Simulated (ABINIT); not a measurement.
Crystal: MoP.

```
Mo P
1.0
     3.22300    0.00000    0.00000
    -1.61150    2.79120    0.00000
     0.00000    0.00000    3.19100
Mo P
1 1
Direct
  0.00000 0.00000 0.00000
  0.33333 0.66667 0.50000
```

Program: ABINIT 10.8.3 (patched build). Alike in all runs: task single point; level PBE0; potentials or basis SG15 NC PBE v1.2; no spin polarisation; cell as given; k mesh 4 × 4 × 3; cutoff (eV) 599; smearing fermi-dirac 0.05 eV; the mesh is coarse, so values aren't converged.

Question: Order these runs on this cell by their pressure, lowest first.
A. share of exact exchange 0.05
B. share of exact exchange 0.25
C. share of exact exchange 0.15
D. share of exact exchange 0.35

Answer: D (-7.7 GPa), B (-4.7 GPa), C (-1.6 GPa), A (1.4 GPa).

Caveats: all runs use coarse meshes; the potentials were made for another functional, which shifts forces and pressure.
